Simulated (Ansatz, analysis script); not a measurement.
**Free-standing triangular Os monolayer, spacing 2.603 Å: where the moment collapses**

Aim: follow the moments and energy of a free-standing triangular Os monolayer, spacing 2.603 Å as the cell is scaled, from three starts.

Calculated with Ansatz 0.2.0; PBE, PAW set soft_1.

**1. The starting structure**

The cell holds 1 atom: 1 Os. Its edges and angles: a = 2.603 Å, b = 2.603 Å, c = 14.000 Å, α = 90.0°, β = 90.0°, γ = 120.0°. An idealised lattice of chosen spacing, in vacuum. Vacuum lies along c.

**2. Two spin channels first**

A collinear run comes first: it shows whether moments survive, and how large they are.

Input file input.yaml:

```yaml
crystal:
  lattice:
    - [2.603, 0.0, 0.0]
    - [-1.3015, 2.254264, 0.0]
    - [0.0, 0.0, 14.0]
  atoms:
    - { symbol: Os, position: [0.0, 0.0, 0.5], spin: 1.0 }
magnetization:
  spin_polarized: true
kpoints:
  mp_grid: { grid: [19, 19, 1] }
hamiltonian:
  xc: pbe
  pseudopotentials: { kind: paw, azcp: { folder: soft_1 } }
scf:
  occupations: { method: fermi_dirac, width: 0.05 }
  max_iter: 120
  convergence: { dr2_threshold: 1.0e-08 }
  lower_state_search: "off"
output:
  write_density: true
  write_potential: true
  elf: true
  volumetric_format: npy
```

Launch:

```sh
$ ansatz run input.yaml --threads 2 --pin off --max-ram 5120MiB --backend cpu --events-out ev --progress --plain --runs-dir out
```

Numbers of over 12 decimals in the logs are rounded to 6 here.

What it wrote:

```text
Engine: ansatz 0.2.0, aarch64-unknown-linux-gnu
Pseudopotentials: kind: paw
Pseudopotential: Os, paw, valence charge 16, recommended cutoff 420 eV (normal), soft_1/Os.paw.azcp
Functional definition: PBE
  parameter kappa = 0.804
  parameter beta = 0.066725
  exchange = pbe_x(kappa = kappa, mu = beta*pi^2/3)
  correlation = pbe_c(beta = beta)
Crystal: 1 atoms, lattice volume = 82.150 Å³
Basis set: ecut = 420 eV, 1637 PW (Γ)
Bands: 13, of which v1, the nominal top of the filled ones, is band 8 counted from 1 (7 counted from 0)
Symmetry: 24 space group operations
Space group: P6/mmm (ITA 191), of the structure as read, at distance tolerance 4.3e-5 Å
Magnetic group: BNS 191.233 (UNI 1463), of the structure as read, at distance tolerance 4.3e-5 Å
k-points: 40 of 361
Non-local potential: Os, projectors of the file, l = 0: 3, l = 1: 2, l = 2: 2, l = 3: 1
PAW form: soft (Blöchl's): semilocal exchange-correlation on the pseudo side does not see the compensation charge
PAW one-centre angular grid: Os, 590 points (default); XC on 64 Gauss nodes
Initial density: superposition of atomic densities (neutral atoms: chi_scale 0, normalization atom)
Starting moments: Σ|m| = 1 μB on 1 of 1 site
Initial wavefunctions: pseudopotential atomic-orbital guess
Functional: x = pbe(κ = 0.804, μ = 0.219515), c = pbe(β = 0.066725)
iter 1 solved again at ethr=2.74e-3 eV; its pass at ethr=3.10e-3 eV (dr2=4.39e-1 eV) is discarded
SCF iter   1: F=—  HF=-11383.557142 eV  |F-HF|=—  |Δ(HF+E_count)|=         —  Δρ=2.16e-2 (↑2.16e-2 ↓1.70e-2)  dr2=4.49e-1  dr2_m=1.86e-1  M=0.627 μB ∫|m|=0.627 μB  β_m=0.30  ethr=2.74e-3  ⟨swp⟩=1.0  Hψ=8468  notcnv=0
preconditioner: auto → LDOS  [metal: Δε(μ)=0.019 eV  Ē_g=8.969 eV  σ=0.050 eV  W_gap=0.10  n_scr=8 (ndim 8)  ℏωp=11.6 eV  f_vac=0.674  D(μ)=2.29/eV (n_scr^D=10)]
spin=Collinear: LDOS preconditioning applied to the charge; magnetization (m = ρ↑ − ρ↓) channel mixes plain (no charge-response kernel on spin).
SCF iter   2: F=—  HF=-11383.484158 eV  |F-HF|=—  |Δ(HF+E_count)|=   7.30e-2  Δρ=1.60e-2 (↑1.60e-2 ↓1.22e-2)  dr2=1.64e-1  dr2_m=1.08e-1  M=0.618 μB ∫|m|=0.618 μB  β_m=0.30  ethr=2.74e-3  ⟨swp⟩=2.0  Hψ=1378  notcnv=0
SCF iter   3: F=—  HF=-11383.469725 eV  |F-HF|=—  |Δ(HF+E_count)|=   1.44e-2  Δρ=1.06e-2 (↑1.06e-2 ↓9.15e-3)  dr2=1.51e-2  dr2_m=6.44e-2  M=0.603 μB ∫|m|=0.603 μB  β_m=0.30  ethr=1.03e-3  ⟨swp⟩=2.8  Hψ=2228  notcnv=0  defer=4
SCF iter   4: F=—  HF=-11383.487801 eV  |F-HF|=—  |Δ(HF+E_count)|=   1.81e-2  Δρ=7.23e-3 (↑7.23e-3 ↓6.94e-3)  dr2=4.71e-3  dr2_m=3.64e-2  M=0.604 μB ∫|m|=0.605 μB  β_m=0.30  ethr=9.45e-5  ⟨swp⟩=2.7  Hψ=2220  notcnv=0  defer=8
SCF iter   5: F=—  HF=-11383.498119 eV  |F-HF|=—  |Δ(HF+E_count)|=   1.03e-2  Δρ=5.59e-3 (↑4.80e-3 ↓5.59e-3)  dr2=6.53e-4  dr2_m=2.01e-2  M=0.604 μB ∫|m|=0.605 μB  β_m=0.30  ethr=2.95e-5  ⟨swp⟩=2.4  Hψ=1847  notcnv=0  defer=8
SCF iter   6: F=—  HF=-11383.504315 eV  |F-HF|=—  |Δ(HF+E_count)|=   6.20e-3  Δρ=3.98e-3 (↑3.98e-3 ↓3.76e-3)  dr2=4.38e-4  dr2_m=1.12e-2  M=0.602 μB ∫|m|=0.603 μB  β_m=0.30  ethr=4.08e-6  ⟨swp⟩=3.0  Hψ=2211  notcnv=0  defer=8
Mixer restart at iter 6: flushing history
spin-set hold released at iteration 6 (site moments contracting): the magnetisation degrees of freedom join the quasi-Newton model from the next iteration; the mixer history was flushed
SCF iter   7: F=—  HF=-11383.507859 eV  |F-HF|=—  |Δ(HF+E_count)|=   3.54e-3  Δρ=2.92e-3 (↑2.85e-3 ↓2.92e-3)  dr2=8.33e-5  dr2_m=6.23e-3  M=0.604 μB ∫|m|=0.606 μB  β_m=0.65  ethr=2.74e-6  ⟨swp⟩=2.0  Hψ=1492  notcnv=0  defer=8
SCF iter   8: F=—  HF=-11383.513410 eV  |F-HF|=—  |Δ(HF+E_count)|=   5.55e-3  Δρ=4.82e-4 (↑2.07e-4 ↓4.82e-4)  dr2=5.39e-5  dr2_m=6.88e-5  M=0.615 μB ∫|m|=0.618 μB  β_m=0.75  ethr=5.21e-7  ⟨swp⟩=4.1  Hψ=2598  notcnv=0  defer=8
SCF iter   9: F=—  HF=-11383.513530 eV  |F-HF|=—  |Δ(HF+E_count)|=   1.20e-4  Δρ=1.80e-4 (↑9.70e-5 ↓1.80e-4)  dr2=1.44e-5  dr2_m=1.10e-5  M=0.618 μB ∫|m|=0.621 μB  β_m=0.87  ethr=3.37e-7  ⟨swp⟩=2.0  Hψ=2056  notcnv=0  defer=8
SCF iter  10: F=—  HF=-11383.513551 eV  |F-HF|=—  |Δ(HF+E_count)|=   2.08e-5  Δρ=2.37e-5 (↑1.49e-5 ↓2.37e-5)  dr2=4.19e-7  dr2_m=2.04e-7  M=0.620 μB ∫|m|=0.623 μB  β_m=0.94  ethr=9.01e-8  ⟨swp⟩=2.9  Hψ=1758  notcnv=0  defer=8
SCF iter  11: F=—  HF=-11383.513552 eV  |F-HF|=—  |Δ(HF+E_count)|=   9.75e-7  Δρ=9.93e-6 (↑9.93e-6 ↓5.47e-6)  dr2=1.31e-7  dr2_m=2.40e-8  M=0.620 μB ∫|m|=0.623 μB  β_m=0.88  ethr=2.62e-9  ⟨swp⟩=2.5  Hψ=1847  notcnv=0  defer=8
iter 12 did not close the SCF: its close was put off for a magnetic moment that had not settled (scf_convergence_deferred on its scf_iter line)
SCF iter  12: F=-11383.513552 eV  HF=-11383.513552 eV  |F-HF|=2.61e-9  |Δ(HF+E_count)|=   2.79e-8  Δρ=1.28e-6 (↑1.22e-6 ↓1.28e-6)  dr2=1.16e-9  dr2_m=7.99e-10  M=0.620 μB ∫|m|=0.623 μB  β_m=0.94  ethr=6.25e-11  ⟨swp⟩=4.6  Hψ=4800  notcnv=0
SCF iter  13: F=-11383.513552 eV  HF=-11383.513552 eV  |F-HF|=9.82e-11  |Δ(HF+E_count)|=   2.93e-9  Δρ=1.84e-7 (↑1.84e-7 ↓1.00e-7)  dr2=3.63e-11  dr2_m=1.02e-11  M=0.620 μB ∫|m|=0.623 μB  ethr=7.26e-12  ⟨swp⟩=1.2  Hψ=3299  notcnv=0
SCF 1 converged in 13 iterations: F = -11383.513552 eV  dr2 = 3.63e-11
  greatest PAW one-centre occupation: 1.000 electrons in one spin orbital (limit 2), on the Os atom at site 0 (counted from 0), in its partial waves of l = 0
WARN: The output density's exchange-correlation potential varies sharply where the density is thin. Do not read a vacuum level from v_tot or v_xc, or from such a field of the output density. On a cell that repeats whose density bears no net charge and no dipole along the vacuum's axis use v_es (v_loc + v_h of the components); under efield.dipole_correction with no amplitude use v_es + v_field, which holds any externa [...]
SCF converged after 13 iterations
Magnetization: 0.6202 μB (8.3101 up, 7.6899 down)
Absolute magnetization: 0.6235 μB (∫|ρ↑−ρ↓|, with the PAW one-centre terms)
Spin contamination: 0.0023 ħ² per cell (⟨S²⟩ above its minimum at these occupations)
Per-site moments (μB) at R_I (Å): [(0.466043, 1.073737)]
Free energy (F): -11383.513552 eV
Harris-Foulkes:  -11383.513552 eV  (|F-HF|=9.82e-11)
Internal energy: -11383.503683 eV  (E = F + TS)
E sigma→0 (E₀):  -11383.508618 eV
Entropy (-TS):   -0.009869 eV (-9.869 meV/atom)
Fermi energy:    -0.458802 eV
--- Per-component energies (eV) ---
  E_band       = -473.878169
  E_kinetic    = 486.126926
  E_local      = -8156.625573  (includes V_loc(G=0)·N_el)
  E_nonlocal   = 198.113289
  E_hartree    = 3744.814028
  E_xc         = -230.388374
  E_vxc        = -241.471483  (∫ρ·V_xc dr)
  E_paw        = -9047.172228  (= ΣΔE_a)
  E_vpaw       = -249.649390  (= ΣTr[D̂ρ^β])
  E_aug_tail   = 0.000468  (compensation charges beyond the density's cutoff)
  E_ewald      = 1621.627780
  E_smearing   = -0.009869  (= −TS)
  E_closure    = -0.000000  (closes the sum)
  Σ components = -11383.513552   (vs F -11383.513552, Δ=0.00e0)
--- Band table (eV; the first three rows and the last of 80) ---
  k-point 0 ↑: bands = [... 4 lower, -8.4143, -3.2908, -2.5926, -2.5926, 0.2156, 1.0888, 1.0888, 4.9700, ... 1 higher]
  k-point 1 ↑: bands = [... 4 lower, -8.2662, -3.2413, -2.6931, -2.4774, -0.2196, 1.0546, 1.4855, 5.0484, ... 1 higher]
  k-point 2 ↑: bands = [... 4 lower, -7.8403, -3.1025, -2.9460, -2.1360, -0.9356, 0.9569, 2.1109, 5.2834, ... 1 higher]
  k-point 39 ↓: bands = [... 4 lower, -3.2768, -2.9251, -2.5648, -2.3635, 0.2729, 7.7620, 9.2865, 10.5898, ... 1 higher]
```

Run time: 3.7 s. Hardware: 2 threads of Arm Neoverse V2, shared host; peak memory 0.35 GiB; 7 s of CPU time.

The column dr2 measures how far the density is from self-consistency, as an energy; F and HF (Harris–Foulkes) agree once it is small.

Spin moment in the atom's sphere by atom:

```
atom  spin moment in the atom's sphere (μB)
 Os1                                  0.466
```

The run ends ferromagnetic, with a net moment of 0.62 μB a cell. With one Os atom carrying the moment, parallel order of its images is forced by the cell, not found.

Spin density in the ca plane at fractional y = 0.000, with atoms of Os within 0.2 Å of it.

Ten even steps from '0' (0.00 e/Å³) to '9' (0.41 e/Å³), each cell a mean:
```
0000000000000000146324630000000000000000
0000000000000000011121210000000000000000
0000000000000000000000000000000000000000
0000000000000000000000000000000000000000
0000000000000000000000000000000000000000
0000000000000000011110100000000000000000
0000000000000000134223420000000000000000
0000000000000000169427931000000000000000
```
Columns run along c (14.0 Å), rows up along a (2.6 Å). Atoms in or near the plane, at fractional coordinates: Os at (0.50, 0.00).

Valence density in the ca plane at fractional y = 0.000, with atoms of Os within 0.2 Å of it. It is the smooth field of the valence electrons, not physical close to the nuclei.

Ten steps, logarithmic in the rise over the least value, from '0' (0.0 e/Å³) to '9' (8.4 e/Å³), each cell a mean:
```
0000000000000001258999631000000000000000
0000000000000001246887531000000000000000
0000000000000000134565321000000000000000
0000000000000000123443321000000000000000
0000000000000000123454321000000000000000
0000000000000000235776421000000000000000
0000000000000001247998631000000000000000
0000000000000001258999741000000000000000
```
Columns run along c (14.0 Å), rows up along a (2.6 Å). Atoms in or near the plane, at fractional coordinates: Os at (0.50, 0.00).

ELF in the ca plane at fractional y = 0.000, with atoms of Os within 0.2 Å of it. It is the smooth field of the valence electrons, not physical close to the nuclei.

Values, 5 rows by 16 columns, each cell a mean:
```
0.00 0.00 0.00 0.00 0.01 0.11 0.34 0.53 0.55 0.38 0.17 0.02 0.00 0.00 0.00 0.00
0.00 0.00 0.00 0.00 0.01 0.07 0.26 0.34 0.37 0.28 0.11 0.01 0.00 0.00 0.00 0.00
0.00 0.00 0.00 0.00 0.01 0.06 0.26 0.35 0.35 0.30 0.09 0.01 0.00 0.00 0.00 0.00
0.00 0.00 0.00 0.00 0.01 0.09 0.27 0.39 0.44 0.30 0.13 0.01 0.00 0.00 0.00 0.00
0.00 0.00 0.00 0.00 0.01 0.12 0.38 0.56 0.55 0.43 0.18 0.02 0.00 0.00 0.00 0.00
```
Columns run along c (14.0 Å), rows up along a (2.6 Å). Atoms in or near the plane, at fractional coordinates: Os at (0.50, 0.00).

**3. The same state on a denser mesh**

Levels at the Fermi energy are partly filled, so moments and energy differences can hang on the k-mesh, and the state is solved again on a denser one.

input.yaml, the sections that differ from step 2:

```yaml
crystal:
  lattice:
    - [2.603, 0.0, 0.0]
    - [-1.3015, 2.254264, 0.0]
    - [0.0, 0.0, 14.0]
  atoms:
    - { symbol: Os, position: [0.0, 0.0, 0.5], spin: 0.47 }
kpoints:
  mp_grid: { grid: [24, 24, 1] }
basis:
  ecutwfc: 420.0
checkpoint:
  read: start
  write: ck
  compress: false
  write_wavefunctions: false
  write_every: 100000
# magnetization, hamiltonian, scf: as in step 2
# output: removed
```

What it wrote:

```text
[...]
SCF converged after 7 iterations
Magnetization: 0.6548 μB (8.3274 up, 7.6726 down)
Absolute magnetization: 0.6561 μB (∫|ρ↑−ρ↓|, with the PAW one-centre terms)
[...]
Per-site moments (μB) at R_I (Å): [(0.490997, 1.073737)]
Free energy (F): -11383.512102 eV
[...]
Internal energy: -11383.500579 eV  (E = F + TS)
E sigma→0 (E₀):  -11383.506341 eV
Entropy (-TS):   -0.011523 eV (-11.523 meV/atom)
Fermi energy:    -0.473627 eV
[...]
```

The job ended after 2.4 s (2 threads; peak memory 0.35 GiB; 4.5 s of CPU time).

Spin moment in the atom's sphere by atom:

| atom | spin moment in the atom's sphere (μB) |
| --- | --- |
| Os1 | 0.491 |

The run ends ferromagnetic, with a net moment of 0.655 μB a cell, against 0.62 μB on the first mesh.

The cell's area in the plane is scaled by the factor named; fractional positions stay, and energies count from the lowest run.

**4. Factor 0.8, typed moments**

Three starts at each size show whether high-spin, low-spin and non-magnetic states coexist. One mesh, built for the smallest cell, and one cutoff serve all sizes, so that energies can be subtracted.

input.yaml, the sections that differ from step 3:

```yaml
crystal:
  lattice:
    - [2.32819398, 0.0, 0.0]
    - [-1.16409699, 2.01627502, 0.0]
    - [0.0, 0.0, 14.0]
  atoms:
    - { symbol: Os, position: [0.0, 0.0, 0.5], spin: 1.0 }
kpoints:
  mp_grid: { grid: [26, 26, 1] }
output:
  stress: true
# magnetization, hamiltonian, scf, basis: as in step 3
# checkpoint: removed
```

Launch:

```sh
$ ansatz run input.yaml --threads 1 --pin off --max-ram 2560MiB --backend cpu --events-out ev --progress --plain --runs-dir out
```

What it wrote:

```text
Warning: crystal.lattice misses the space group found at crystal.symmetry.tolerance 1.0e-5 in a digit that the deck types, which is why this is a warning: making the lattice exact moves one of its numbers by a whole unit of that number's last typed decimal, or more. The operation that it misses by the most changes a squared length by the fraction 9.59e-8. The run uses the lattice that is a stretch of the typed one, w [...]
Warning: output.stress: scf.convergence.dr2_threshold = 1e-8 eV is looser than the 1e-10 eV advised for a printed stress (1e-10 eV for each atom of the cell: 1). What an SCF threshold leaves in a stress goes as its square root, and in the free energy as the threshold itself, and one threshold admits the most on a small cell: [figures from the program's tests cut] Set scf.convergence.dr2_threshold to 1e-10 eV or tighter. The threshold is an SCF's pass mark: one that does not reach it within its budget of iterations ends unconverged, or closes short of it on a stop that the run arms, and scf.convergence.dr2_threshold's page says what that costs each kind of run
[...]
Crystal: 1 atoms, lattice volume = 65.720 Å³
Basis set: ecut = 420 eV, 1259 PW (Γ)
Bands: 13, of which v1, the nominal top of the filled ones, is band 8 counted from 1 (7 counted from 0)
Symmetry: 24 space group operations
[...]
k-points: 70 of 676
[...]
Starting moments: Σ|m| = 1 μB on 1 of 1 site
[...]
SCF iter   1: F=—  HF=-11382.437300 eV  |F-HF|=—  |Δ(HF+E_count)|=         —  Δρ=2.54e-2 (↑2.49e-2 ↓2.54e-2)  dr2=6.98e-1  dr2_m=2.63e-1  M=0.389 μB ∫|m|=0.389 μB  β_m=0.30  ethr=3.10e-3  ⟨swp⟩=8.3  Hψ=13629  notcnv=0
[...]
SCF iter  16: F=-11382.300896 eV  HF=-11382.300896 eV  |F-HF|=1.82e-12  |Δ(HF+E_count)|=   4.45e-9  Δρ=4.37e-8 (↑4.37e-8 ↓4.37e-8)  dr2=1.58e-12  dr2_m=6.12e-13  M=0.176 μB ∫|m|=0.177 μB  ethr=2.08e-12  ⟨swp⟩=1.9  Hψ=7062  notcnv=0
SCF 1 converged in 16 iterations: F = -11382.300896 eV  dr2 = 1.58e-12
[...]
SCF converged after 16 iterations
Magnetization: 0.1759 μB (8.0879 up, 7.9121 down)
Absolute magnetization: 0.1766 μB (∫|ρ↑−ρ↓|, with the PAW one-centre terms)
[...]
Per-site moments (μB) at R_I (Å): [(0.112155, 0.960380)]
Free energy (F): -11382.300896 eV
[...]
Internal energy: -11382.288019 eV  (E = F + TS)
E sigma→0 (E₀):  -11382.294457 eV
Entropy (-TS):   -0.012877 eV (-12.877 meV/atom)
Fermi energy:    0.887179 eV
[...]
--- Stress (GPa, compression-positive) ---
       35.544676       0.000000      -0.000000
        0.000000      35.544676       0.000000
       -0.000000       0.000000      -0.001004
  P = ⅓ Tr σ = 23.6961 GPa (236.961 kbar)
```

It took 9.2 s on 1 thread; peak memory 0.34 GiB.

It ends weakly spin-polarised, with 0.112 μB on the largest site.

**5. Factor 0.8, starting moments cut to 30 %**

The density is converged from the given moments; the state reached depends on that start.

Changes to input.yaml since step 4:

```diff
@@ -6,3 +6,3 @@
   atoms:
-    - { symbol: Os, position: [0.0, 0.0, 0.5], spin: 1.0 }
+    - { symbol: Os, position: [0.0, 0.0, 0.5], spin: 0.3 }
 magnetization:
```

What it wrote:

```text
[...]
Crystal: 1 atoms, lattice volume = 65.720 Å³
Basis set: ecut = 420 eV, 1259 PW (Γ)
Bands: 13, of which v1, the nominal top of the filled ones, is band 8 counted from 1 (7 counted from 0)
Symmetry: 24 space group operations
[...]
k-points: 70 of 676
[...]
Internal energy: -11382.288018 eV  (E = F + TS)
E sigma→0 (E₀):  -11382.294457 eV
Entropy (-TS):   -0.012877 eV (-12.877 meV/atom)
Fermi energy:    0.887178 eV
[...]
--- Stress (GPa, compression-positive) ---
       35.544600       0.000000      -0.000000
        0.000000      35.544600       0.000000
       -0.000000       0.000000      -0.001010
  P = ⅓ Tr σ = 23.6961 GPa (236.961 kbar)
[key lines of the parts left out:]
SCF converged after 23 iterations
Magnetization: 0.1758 μB (8.0879 up, 7.9121 down)
Free energy (F): -11382.300896 eV
```

It took 15 s on 1 thread; peak memory 0.34 GiB.

It ends weakly spin-polarised, with 0.112 μB on the largest site.

**6. Factor 0.94, typed moments**

A self-consistent run from these starting moments shows which magnetic state they lead to.

input.yaml, the sections that differ from step 5:

```yaml
crystal:
  lattice:
    - [2.52370213, 0.0, 0.0]
    - [-1.26185107, 2.18559004, 0.0]
    - [0.0, 0.0, 14.0]
  atoms:
    - { symbol: Os, position: [0.0, 0.0, 0.5], spin: 1.0 }
# magnetization, kpoints, hamiltonian, scf, basis, output: as in step 5
```

What it wrote:

```text
[...]
Crystal: 1 atoms, lattice volume = 77.221 Å³
Basis set: ecut = 420 eV, 1529 PW (Γ)
Bands: 13, of which v1, the nominal top of the filled ones, is band 8 counted from 1 (7 counted from 0)
Symmetry: 24 space group operations
[...]
k-points: 70 of 676
[...]
Internal energy: -11383.504439 eV  (E = F + TS)
E sigma→0 (E₀):  -11383.509836 eV
Entropy (-TS):   -0.010795 eV (-10.795 meV/atom)
Fermi energy:    -0.158083 eV
[...]
--- Stress (GPa, compression-positive) ---
        3.331812       0.000000       0.000000
        0.000000       3.331812       0.000000
        0.000000       0.000000      -0.000726
  P = ⅓ Tr σ = 2.2210 GPa (22.210 kbar)
[key lines of the parts left out:]
SCF converged after 15 iterations
Magnetization: 0.5972 μB (8.2986 up, 7.7014 down)
Free energy (F): -11383.515233 eV
```

The job ended after 9.3 s (1 thread; peak memory 0.36 GiB).

It ends ferromagnetic, with 0.427 μB on the largest site.

(Part 1 of 2 ends here.)

[Logs and program files are shortened in this print: banners, set-up blocks, solver, clock and traceback lines can be left out without a mark of their own.]

[Logs are printed without paths, hosts, clocks, repeated set-up lines and the standing remarks that a program may print on its own settings, such as how far it seeks lower states.]

[Hosts, paths, dates, database ids (printed as entryN), source tags and the programs' standing remarks are cut or masked in the printed files.]

[Where the input sets lower_state_search to off, the program did not look for lower states, so one may exist.]
